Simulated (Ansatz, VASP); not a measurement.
BN in VASP and in Ansatz

The input INCAR:

```
PREC = Accurate
ENCUT = 520
EDIFF = 1E-6
ISMEAR = -1
SIGMA = 0.08
LREAL = False
LASPH = True
NELM = 80
ALGO = Normal
ISIF = 2
LWAVE = False
LCHARG = True
GGA = PE
LELF = True
LVHAR = True
NBANDS = 11
```

File KPOINTS:

```
Automatic mesh
0
Gamma
  15 15 15
```

Contents of POSCAR:

```
BN
1.0
    0.0000000000      1.7159773529      1.7159773529
    1.7159773529      0.0000000000      1.7159773529
    1.7159773529      1.7159773529      0.0000000000
B N
1 1
Direct
    0.0000000000      0.0000000000      0.0000000000
    0.5000000000      0.5000000000      0.5000000000
```

Input for Ansatz:

```yaml
crystal:
  lattice:
    - [0.0, 1.7159773529, 1.7159773529]
    - [1.7159773529, 0.0, 1.7159773529]
    - [1.7159773529, 1.7159773529, 0.0]
  atoms:
    - { symbol: B, position: [0.0, 0.0, 0.0] }
    - { symbol: "N", position: [0.5, 0.5, 0.5] }
kpoints:
  mp_grid: { grid: [15, 15, 15] }
scf:
  occupations: { method: fermi_dirac, width: 0.08 }
hamiltonian:
  xc: pbe
  pseudopotentials: { kind: all_electron, lapw: { basis_error: 0.001 } }
output:
  forces: true
  stress: true
  eigenvalues: true
  populations: true
```

Change from the starting cell: volume scaled by 0.94, LAPW.

Alike in both runs: task single point; functional PBE; k mesh 15 × 15 × 15; occupations fermi-dirac, width 0.08 eV; no spin polarisation.

```csv
,VASP,Ansatz
version,VASP 6.6.1,Ansatz 0.2.0
potentials or method,"VASP PAW PBE potentials, release 64 (B, N)","all-electron LAPW, scalar-relativistic"
plane-wave cutoff (eV),520,see its input
```

```tsv
	VASP	Ansatz	Ansatz less VASP
pressure (GPa)	26.6	26.7	+0.13
```

Ansatz ran all-electron here, so the differences hold the error of VASP's frozen core and of both bases.

Caveats: so large a pressure means that the cell lies far from this level's equilibrium, or that cutoff or potentials fall short (VASP); an odd mesh through Γ misses points on the zone boundary, where band edges often lie.
